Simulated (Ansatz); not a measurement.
Write the native input for Ansatz 0.2.0 that does the following.

```yaml
Task: relaxation of cell and atoms
Functional: PBEsol
Dispersion: D3(BJ)
Potentials_or_basis: Ansatz PAW
Cutoff: "420 eV (not typed: the program's choice for these potentials)"
k_mesh: 10 × 10 × 5
Occupations: fermi-dirac, width 0.05 eV
Spin: no spin polarisation
```

The system is Hf.

```
CELL_PARAMETERS angstrom
3.19670 0.00000 0.00000
-1.59835 2.76842 0.00000
0.00000 0.00000 5.05780
ATOMIC_POSITIONS crystal
Hf 0.66667 0.33333 0.75000
Hf 0.33333 0.66667 0.25000
```

One way to write it, as run:

input.yaml

```yaml
crystal:
  lattice:
    - [3.1967, 0.0, 0.0]
    - [-1.59835, 2.7684234083, 0.0]
    - [0.0, 0.0, 5.0578]
  atoms:
    - { symbol: Hf, position: [0.6666666667, 0.3333333333, 0.75] }
    - { symbol: Hf, position: [0.3333333333, 0.6666666667, 0.25] }
hamiltonian:
  xc: pbesol
  pseudopotentials: { kind: paw }
  dispersion: d3bj
kpoints:
  mp_grid: { grid: [10, 10, 5] }
scf:
  occupations: { method: fermi_dirac, width: 0.05 }
output:
  forces: true
  stress: true
  write_density: true
  write_potential: true
  elf: true
  volumetric_format: npy
relax:
  f_tol: 0.01
  max_steps: 40
  cell: { stress_tol: 0.05 }
```

Potentials or basis: Ansatz PAW.

Launch:

```sh
$ ansatz run input.yaml --threads 2 --pin off --max-ram 5632MiB --backend cpu --events-out ev --progress --plain --runs-dir out
```

It gave:

- Relaxed volume: 20.82 Å³/atom
- Relaxed cell: a = 3.121 Å, b = 3.121 Å, c = 4.938 Å, α = 90.00°, β = 90.00°, γ = 120.00°
- Space group after relaxing (to 0.05 Å): P6_3/mmc (No. 194)
- Energy gained by relaxing: 39.1 meV/atom
- Ionic steps: 5
- Pressure after relaxing: 0.0 GPa
- Band gap on the k mesh: none (metal or under the smearing width)

Caveat: the plane-wave basis is chosen anew once the cell has moved, so the energies of steps on either side of that aren't comparable; pairwise dispersion overbinds metals, which lowers pressure and volume; the PAW data sets come from PBE, with cores solved anew for the run's functional, which leaves a small shift of forces and pressure.

It took 22 s on 2 threads of Intel(R) Xeon(R) Processor @ 2.50GHz (Skylake/Cascade Lake) (shared host), peak memory 0.4 GiB.
